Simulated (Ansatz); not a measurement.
# Rh: the cost of one run

Program: Ansatz 0.2.0. Level of theory: DFT LDA, scalar-relativistic, plane waves, PAW. These are calculated values, not measurements.

### 1 Starting point

The structure is hexagonal, space group P6_3/mmc (No. 194). Conventional cell: a = 2.731 Å, b = 2.731 Å, c = 4.428 Å, α = 90.00°, β = 90.00°, γ = 120.00°. Rh (site symmetry -6m2) has 12 Rh at 2.72 to 2.73 Å as nearest neighbours.

Structure file:

```cif
data_structure
_symmetry_space_group_name_H-M 'P 1'
_symmetry_Int_Tables_number 1
_cell_length_a 2.7310
_cell_length_b 2.7310
_cell_length_c 4.4285
_cell_angle_alpha 90.000
_cell_angle_beta 90.000
_cell_angle_gamma 120.000
_cell_volume 28.60
loop_
_atom_site_label
_atom_site_type_symbol
_atom_site_fract_x
_atom_site_fract_y
_atom_site_fract_z
_atom_site_occupancy
Rh1 Rh 0.66667 0.33333 0.75000 1
Rh2 Rh 0.33333 0.66667 0.25000 1
```

The structure comes from the Materials Project (structure only).

### 2 Another functional, on a distorted cell: LDA

What differs from the listed cell: strain xx, yy, zz, yz, xz, xy = -0.2, -0.2, -0.2, +0.0, +0.0, +0.0 %.

Input file input.yaml:

```yaml
crystal:
  lattice:
    - [2.7244246925, 0.0, 0.0]
    - [-1.3622123462, 2.3594209945, 0.0]
    - [0.0, 0.0, 4.4178606264]
  atoms:
    - { symbol: Rh, position: [0.66666667, 0.33333333, 0.75] }
    - { symbol: Rh, position: [0.33333333, 0.66666667, 0.25] }
basis:
  ecutwfc: 420
kpoints:
  mp_grid: { grid: [18, 18, 10] }
hamiltonian:
  xc: lda
scf:
  occupations: { method: gaussian, width: 0.1 }
output:
  forces: true
  stress: true
  eigenvalues: true
```

**Question.** How long does this run take on 1 thread of an Arm CPU, shared host, and how much memory does it need?

About 6.1 s, with a peak of 0.36 GiB.
